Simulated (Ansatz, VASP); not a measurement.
## Ni in VASP and in Ansatz

```
CELL_PARAMETERS angstrom
0.00000 2.61433 2.61433
2.61433 0.00000 2.61433
2.61433 2.61433 0.00000
ATOMIC_POSITIONS crystal
Ni 0.12500 0.12500 0.12500
Ni 0.87500 0.87500 0.87500
```

Alike in both runs: task single point; functional RPBE; k mesh 12 × 12 × 12; occupations fermi-dirac, width 0.1 eV; no spin polarisation.

|  | VASP | Ansatz |
| --- | --- | --- |
| version | VASP 6.6.1 | Ansatz 0.2.0 |
| potentials or method | VASP PAW PBE potentials, release 64 (Ni) | plane waves (420 eV) with PAW, scalar-relativistic |
| plane-wave cutoff (eV) | 520 | 420 |
| valence electrons in the cell | 20 | 36 |

Ansatz gave:

```
pressure (GPa) : -2.9
```

Question: Estimate VASP's values.

Answer: Pressure (GPa): -2.7.

The functional is the same, so the differences come from potentials, cutoffs and numerics. The two sets of potentials don't hold the same shells in valence.

Caveats: the PAW data sets were made with another functional, which shifts forces and pressure a little (VASP); the run has no spin polarisation, though such a crystal can be magnetic. Spin polarisation is off, so any magnetic state and its effect on volume and gap are missing.
